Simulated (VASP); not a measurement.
# Si (Fd-3m) in VASP: a series of runs

The runs below take Si through G0W0 quasiparticle levels, with PBE.

All numbers are computed with VASP 6.6.1; they aren't measurements. Logs are shortened: lines on timing, memory, paths and dates and some standing lists are left out, and cuts for length are marked.

## 1. The structure

It takes space group Fd-3m (No. 227, cubic). Conventional cell: a = 5.444 Å, b = 5.444 Å, c = 5.444 Å, α = 90.00°, β = 90.00°, γ = 90.00°. Si (site symmetry -43m) has 4 Si at 2.36 Å as nearest neighbours.

## 2. G0W0 quasiparticle levels, PBE

File POSCAR:

```
Si
1.0
    0.0000000000      2.7218511865      2.7218511865
    2.7218511865      0.0000000000      2.7218511865
    2.7218511865      2.7218511865      0.0000000000
Si
2
Direct
    0.5000000000      0.5000000000      0.5000000000
    0.7500000000      0.7500000000      0.7500000000
```

File INCAR.step1:

```
SYSTEM = Si
ALGO     = Normal         ! electronic algorithm
EDIFF    = 1E-8           ! SCF threshold, eV
ENCUT    = 450            ! plane-wave cutoff, eV
GGA      = PE             ! functional
ISMEAR   = 0              ! smearing method
LASPH    = .True.         ! aspherical terms in the spheres
LCHARG   = .False.        ! write CHGCAR
LREAL    = .False.        ! projectors in reciprocal space
LWAVE    = .True.         ! write WAVECAR
NELM     = 100            ! most SCF steps
PREC     = Accurate       ! precision mode
SIGMA    = 0.01           ! smearing width, eV
```

File INCAR.step2:

```
SYSTEM = Si
ALGO     = Exact          ! electronic algorithm
EDIFF    = 1E-8           ! SCF threshold, eV
ENCUT    = 450            ! plane-wave cutoff, eV
GGA      = PE             ! functional
ISMEAR   = 0              ! smearing method
ISTART   = 1            
LASPH    = .True.         ! aspherical terms in the spheres
LCHARG   = .False.        ! write CHGCAR
LOPTICS  = .True.         ! frequency-dependent dielectric function
LREAL    = .False.        ! projectors in reciprocal space
LWAVE    = .True.         ! write WAVECAR
NBANDS   = 100            ! bands
NELM     = 1              ! most SCF steps
PREC     = Accurate       ! precision mode
SIGMA    = 0.01           ! smearing width, eV
```

File INCAR.step3:

```
SYSTEM = Si
ALGO     = EVGW0          ! electronic algorithm
EDIFF    = 1E-8           ! SCF threshold, eV
ENCUT    = 450            ! plane-wave cutoff, eV
ENCUTGW  = 100            ! cutoff of the response function
GGA      = PE             ! functional
ISMEAR   = 0              ! smearing method
ISTART   = 1            
LASPH    = .True.         ! aspherical terms in the spheres
LCHARG   = .False.        ! write CHGCAR
LREAL    = .False.        ! projectors in reciprocal space
LWAVE    = .False.        ! write WAVECAR
NBANDS   = 100            ! bands
NBANDSGW = 12           
NELMGW   = 1            
NOMEGA   = 48             ! frequency points
PREC     = Accurate       ! precision mode
PRECFOCK = Fast         
SIGMA    = 0.01           ! smearing width, eV
```

File KPOINTS:

```
k-points
0
Gamma
  3 3 3
  0 0 0
```

Potentials or basis: VASP PAW PBE potentials, release 64 (Si_GW).

Launch:

```console
> cat potpaw_PBE.64/Si_GW/POTCAR > POTCAR
> cp INCAR.step1 INCAR
> mpirun -np 1 vasp_std > vasp.out
> cp INCAR.step2 INCAR
> mpirun -np 1 vasp_std > vasp.out
> cp INCAR.step3 INCAR
> mpirun -np 1 vasp_std > vasp.out
```

OUTCAR:

```text
SYSTEM = Si
   EDIFF = 1E-8
   ENCUT = 450
   ENCUTGW = 100
   GGA = PE
   ISMEAR = 0
   ISTART = 1
   LASPH = .True.
   LREAL = .False.
   NELMGW = 1
   PREC = Accurate
   PRECFOCK = Fast

 Found      4 irreducible k-points:

 Following reciprocal coordinates:
            Coordinates               Weight
  0.000000  0.000000  0.000000      1.000000
  0.333333  0.000000  0.000000      8.000000
  0.333333  0.333333  0.000000      6.000000
 -0.333333  0.333333  0.000000     12.000000
   k-points           NKPTS =      4   k-points in BZ     NKDIM =     27   number of bands    NBANDS=    100
   number of dos      NEDOS =    301   number of ions     NIONS =      2
   total plane-waves  NPLWV =  21952
   dimension x,y,z NGX =    28 NGY =   28 NGZ =   28
   dimension x,y,z NGXF=    56 NGYF=   56 NGZF=   56
   ions per type =               2
   NGX,Y,Z   is equivalent  to a cutoff of  12.09, 12.09, 12.09 a.u.
   NGXF,Y,Z  is equivalent  to a cutoff of  24.19, 24.19, 24.19 a.u.
 SYSTEM =  Si
   PREC   = accura    normal or accurate (medium, high low for compatibility)
   ISTART =      1    job   : 0-new  1-cont  2-samecut
   ICHARG =      0    charge: 1-file 2-atom 10-const
   ISPIN  =      1    spin polarized calculation?
   LNONCOLLINEAR =      F non collinear calculations
   LSORBIT =      F    spin-orbit coupling
   LASPH  =      T    aspherical Exc in radial PAW
   ENCUT  =  450.0 eV  33.07 Ry    5.75 a.u.   6.66  6.66  6.66*2*pi/ulx,y,z
   NELM   =     60;   NELMIN=  2; NELMDL=  0     # of ELM steps
   EDIFF  = 0.1E-07   stopping-criterion for ELM
   LREAL  =      F    real-space projection
   EDIFFG = 0.1E-06   stopping-criterion for IOM
   NSW    =      0    number of steps for IOM
   IBRION =     -1    ionic relax: 0-MD 1-quasi-New 2-CG
   NFREE  =      0    steps in history (QN), initial steepest desc. (CG)
   ISIF   =      0    stress and relaxation
   ISYM   =      3    0-nonsym 1-usesym 2-fastsym
   POTIM  = 0.5000    time-step for ionic-motion
   TEBEG  =    0.0;   TEEND  =   0.0 temperature during run
   PSTRESS=    0.0 pullay stress
   NELECT =       8.0000    total number of electrons
   NUPDOWN=      -1.0000    fix difference up-down
   EMIN   =  10.00;   EMAX   =-10.00  energy-range for DOS
   EFERMI =   0.00;   METHOD = LEGACY
   ISMEAR =     0;   SIGMA  =   0.01  broadening in eV -4-tet -1-fermi 0-gaus
   EFERMI_NEDOS =   21; number of points for ismear=-14 and -15
   IALGO  =     38    algorithm
   IMIX   =      4    mixing-type and parameters
     AMIX     =   0.40;   BMIX     =  1.00
     AMIX_MAG =   1.60;   BMIX_MAG =  1.00
  volume/ion in A,a.u.               =      20.16       136.08
  Fermi-wavevector in a.u.,A,eV,Ry     =   0.954766  1.804247 12.402783  0.911579
  Thomas-Fermi vector in A             =   2.083543
   LORBIT       =      0    0 simple, 1 ext, 2 COOP (PROOUT), +10 PAW based schemes
   GGA     = PE    functional components
   LHFCALC =     T    Hartree Fock is set to
   PRECFOCK=fast      Normal, Fast or Accurate (Low or Medium for compatibility)
   ENCUT4O =  -1.0   cutoff for four orbital integrals eV
   NKREDX  =     1    reduce k-point grid by
   NKREDY  =     1    reduce k-point grid by
   NKREDZ  =     1    reduce k-point grid by
   AEXX    =    1.0000 exact exchange contribution
   HFSCREEN=    0.0000 screening length (either q_TF or 0.3 A-1)
   HFSCREENC=   0.0000 screening length for correlation (either q_TF or 0.3 A-1)
   ENCUTFOCK=  -1.0 apply spherical cutoff to Coloumb kernel
   IVDW    =     0    specifies the selected vdW correction
   LEPSILON=     F    determine dielectric tensor
   LRPA    =     F    only Hartree local field effects (RPA)
   LRPAFORCE           =     F    calculate RPA forces
   ENCUTGW             = 100.0    cutoff for response function in eV
   ENCUTGWSOFT         =  80.0    soft cutoff for Coulomb kernel in GW response function in eV
   ENCUTLF             =  -1.0    cutoff for local field effects
   NELMGW              =     1    number of iterations in solving QP/BSE equation
   NELMHF              =     1    number of iterations in the inner HF iteration
   NKREDLFX            =     1    NKREDLFY  =   1   NKREDLFZ  =   1
 non-spin polarized calculation
 Gauss-broadening in eV      SIGMA  =   0.01
  energy-cutoff  :      450.00
  volume of cell :       40.33
 maximum number of plane-waves:       893
 NGX is ok and might be reduce to    28
  NGX = 16; NGY = 16; NGZ = 16
   NGX = 13   NGY = 13   NGZ = 13
 maximum number of plane-waves:        92
 NGX is ok and might be reduce to    14

 QP shifts <psi_nk| G(iteration)W_0 |psi_nk>: iteration 1
 for sc-GW calculations column KS-energies equals QP-energies in previous step
 and V_xc(KS)=  KS-energies - (<T + V_ion + V_H > + <T+V_H+V_ion>^1  + <V_x>^1)

 k-point   1 :       0.0000    0.0000    0.0000
  band No.  KS-energies  QP-energies   sigma(KS)   V_xc(KS)     V^pw_x(r,r')   Z            occupation Imag(sigma)

      1      -6.4325      -7.0180     -11.1938     -10.4342     -17.4248       0.7708       2.0000       1.3455
      2       5.5010       5.0720     -11.9879     -11.4221     -13.4294       0.7582       2.0000       0.0817
      3       5.5010       5.0720     -11.9879     -11.4221     -13.4294       0.7582       2.0000       0.0817
      4       5.5010       5.0720     -11.9879     -11.4221     -13.4294       0.7582       2.0000       0.0817
      5       8.0158       8.1860      -9.8483     -10.0709      -5.3656       0.7644       0.0000      -0.0955
      6       8.0158       8.1860      -9.8483     -10.0709      -5.3656       0.7644       0.0000      -0.0955
      7       8.0158       8.1860      -9.8483     -10.0709      -5.3656       0.7644       0.0000      -0.0955
      8       8.7867       9.1352     -10.5751     -11.0339      -5.5737       0.7597       0.0000      -0.1169
      9      13.1689      13.4625      -9.5956      -9.9879      -4.1513       0.7485       0.0000      -0.2073
     10      13.1689      13.4625      -9.5956      -9.9879      -4.1513       0.7485       0.0000      -0.2073
     11      13.4319      13.1876      -7.9106      -7.6090      -2.4805       0.8100       0.0000      -0.3465
     12      16.6688      16.5159      -8.4480      -8.2483      -2.1676       0.7656       0.0000      -0.6261

 k-point   2 :       0.3333    0.0000    0.0000
  band No.  KS-energies  QP-energies   sigma(KS)   V_xc(KS)     V^pw_x(r,r')   Z            occupation Imag(sigma)

      1      -5.0623      -5.5379     -11.2673     -10.5993     -17.0078       0.7120       2.0000       1.0081
      2       0.1680      -0.3536     -11.2239     -10.5202     -14.3244       0.7412       2.0000       0.2704
      3       4.4958       4.0518     -11.7414     -11.1531     -13.4034       0.7548       2.0000       0.0920
      4       4.4958       4.0518     -11.7414     -11.1531     -13.4034       0.7548       2.0000       0.0920
      5       7.2191       7.3754      -9.8978     -10.1028      -5.4756       0.7623       0.0000      -0.0758
      6       8.9604       9.1225      -9.6554      -9.8666      -4.9457       0.7677       0.0000      -0.1360
      7       8.9604       9.1225      -9.6554      -9.8666      -4.9457       0.7677       0.0000      -0.1360
      8      13.3234      13.2550      -8.9469      -8.8577      -3.1419       0.7676       0.0000      -0.3627
      9      13.4336      13.5941      -9.5775      -9.7882      -3.9518       0.7615       0.0000      -0.3175
     10      13.4336      13.5941      -9.5775      -9.7882      -3.9518       0.7615       0.0000      -0.3175
     11      14.5657      14.5933      -9.1197      -9.1562      -3.3876       0.7545       0.0000      -0.3444
     12      19.0513      19.0120      -9.2637      -9.2111      -2.6653       0.7465       0.0000      -0.7381

 k-point   3 :       0.3333    0.3333    0.0000
  band No.  KS-energies  QP-energies   sigma(KS)   V_xc(KS)     V^pw_x(r,r')   Z            occupation Imag(sigma)

      1      -4.5371      -5.0260     -11.3091     -10.6186     -16.7869       0.7081       2.0000       0.8986
      2       0.4886       0.0122     -11.7850     -11.1432     -14.8598       0.7422       2.0000       0.2539
      3       3.0777       2.5829     -11.3672     -10.7048     -13.4407       0.7470       2.0000       0.0996
      4       3.0777       2.5829     -11.3672     -10.7048     -13.4407       0.7470       2.0000       0.0996
      5       6.2001       6.2186      -9.1359      -9.1598      -5.0102       0.7747       0.0000      -0.0671
      6       7.4600       7.4843      -8.8470      -8.8784      -4.3832       0.7734       0.0000      -0.0930
      7      12.7127      12.9658     -10.3711     -10.7080      -4.7382       0.7510       0.0000      -0.3128
      8      12.7127      12.9658     -10.3711     -10.7080      -4.7382       0.7510       0.0000      -0.3128
      9      15.2618      15.5832     -10.5236     -10.9514      -4.4190       0.7513       0.0000      -0.3961
     10      15.3039      15.5651      -9.6989     -10.0353      -3.7360       0.7765       0.0000      -0.4057
     11      18.5419      18.4518      -8.9895      -8.8703      -2.5853       0.7550       0.0000      -0.6763
     12      18.8973      19.0139      -9.9026     -10.0577      -2.8971       0.7513       0.0000      -0.9380

 k-point   4 :      -0.3333    0.3333    0.0000
  band No.  KS-energies  QP-energies   sigma(KS)   V_xc(KS)     V^pw_x(r,r')   Z            occupation Imag(sigma)

      1      -3.1838      -3.6622     -11.5719     -10.9016     -16.4741       0.7137       2.0000       0.6792
      2      -1.2644      -1.7546     -11.5676     -10.8864     -15.5005       0.7196       2.0000       0.4115
      3       1.0888       0.5327     -10.5904      -9.8453     -12.9795       0.7462       2.0000       0.1679
      4       3.3836       2.8951     -11.4655     -10.8165     -13.4271       0.7528       2.0000       0.0939
      5       7.0350       7.0786      -9.0878      -9.1442      -4.7336       0.7733       0.0000      -0.0824
      6      11.2761      11.3273      -9.6347      -9.7014      -4.5675       0.7672       0.0000      -0.2173
      7      11.9137      12.1458      -9.9411     -10.2516      -4.3400       0.7476       0.0000      -0.2944
      8      12.5261      12.7494     -10.2095     -10.5050      -4.6738       0.7559       0.0000      -0.2923
      9      12.8638      13.0740      -9.9777     -10.2605      -4.1378       0.7428       0.0000      -0.3333
     10      13.1278      13.2557      -9.5833      -9.7484      -4.1666       0.7749       0.0000      -0.3117
     11      19.8065      19.7004      -8.8005      -8.6604      -2.3238       0.7571       0.0000      -0.7584
     12      20.3688      20.1820      -8.4191      -8.1740      -2.0224       0.7618       0.0000      -0.8134
```

Run time: 14 s. Hardware: 1 thread of Intel Xeon 6975P-C (Granite Rapids), shared host; peak memory 0.24 GiB.

The run converged, but some of its settings lie outside the range that counts as converged, so its numbers aren't taken as properties of the crystal.

What came out:

```yaml
Band_gap_on_the_k_mesh_mean-field_level: 0.70 eV, indirect (least direct gap 2.51 eV)
Quasiparticle_gap: 1.15 eV
Least_direct_quasiparticle_gap: 3.11 eV
```

Caveat: the k mesh is coarse (spacing up to 0.67 Å⁻¹), so the values aren't converged; bands, screening cutoff and mesh are small and nothing is extrapolated, so the quasiparticle values aren't converged; an odd mesh through Γ misses points on the zone boundary, where band edges often lie.

[end of part 1 of 2]
